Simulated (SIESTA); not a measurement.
## ZnCu2SnS4 under changes of volume

One of the cells (20.025 Å³/atom); the others are scaled copies at fixed shape and fractional positions:

```xyz
8
Lattice="-2.7171 2.7171 5.4248 2.7171 -2.7171 5.4248 2.7171 2.7171 -5.4248" Properties=species:S:1:pos:R:3 pbc="T T T"
Sn    0.0000    0.0000    5.4248
Zn    2.7171    0.0000    2.7124
Cu    0.0000    2.7171    2.7124
Cu    0.0000    0.0000    0.0000
S     1.3944    1.3922    4.0338
S    -1.3922    1.3944    6.8158
S     1.3227    1.3249   -1.3910
S     4.1093    1.3227    1.3910
```

- Program: SIESTA 5.4.2
- Functional: LDA
- Potentials or basis: PseudoDojo 0.4 standard (LDA files)
- Basis: DZP (energy shift 0.003 Ry; two zetas on semicore shells)
- Grid cutoff: 800 Ry
- Energy shift: 0.003 Ry
- k mesh: 5 × 5 × 5
- Occupations: fermi-dirac, width 0.05 eV
- Spin: no spin polarisation

```csv
volume (Å³/atom),energy over the lowest point (meV/atom),pressure (GPa),gap on the mesh (eV),largest force (eV/Å)
18.823,2.72,2.1,0.74,1.055
19.224,0.00,0.1,0.64,0.957
19.624,1.89,-1.6,0.54,0.868
20.025,7.86,-3.1,0.45,0.786
20.425,?,?,?,?
20.826,30.28,-5.7,0.28,0.645
21.226,45.95,-6.8,0.21,0.584
```

Task: What does the run at 20.425 Å³/atom give?

Result: Energy over the lowest point 17.46 meV/atom; pressure -4.5 GPa; gap on the mesh 0.36 eV; largest force 0.712 eV/Å.

Worked out: A Birch-Murnaghan fit of order 3 (a polynomial in V^(-2/3)) to the other rows has its minimum at 19.25 Å³/atom with B0 = V·E''(V) = 88 GPa and B' = 4.7 at fixed shape and positions, which overstates the stiffness. It gives 17.44 meV/atom at 20.425 Å³/atom, against the run's 17.46, and -dE/dV = -4.5 GPa, against -4.5. A straight line through the other rows of the gap, of slope -4.43 eV per unit of ln V (its deformation potential), gives 0.37 eV, against the run's 0.36.

Energies are extrapolated to zero smearing.

Caveats: short orbitals over semicore shells can move pressures by several GPa; the valence orbitals were made in a potential fitted to the semicore shell under them, which widens gaps by tenths of an eV or more; spin-orbit coupling is left out, which moves the levels of the heavy elements; an odd mesh through Γ misses points on the zone boundary, where band edges often lie; the basis of atomic orbitals isn't converged, which shifts pressures, moduli and gaps; forces of over 1 eV/Å show positions far from the minimum, so gaps and moduli don't describe the material at rest (some runs).
